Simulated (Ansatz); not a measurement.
Structure types of Mn were relaxed at one common pressure (all-electron LAPW in Ansatz 0.2.0 under PBE, scalar-relativistic, ferromagnetic start, zero temperature). They take these volumes:

```tsv
type	space group	V (Å³/atom)
hcp	P6_3/mmc	10.51
sc	Pm-3m	11.64
omega	P6/mmm	10.58
```

Task: At about which pressure, and is the densest type also the lowest in enthalpy?

Result: 5.3 GPa. The densest is hcp, and it is also the lowest in enthalpy among these.
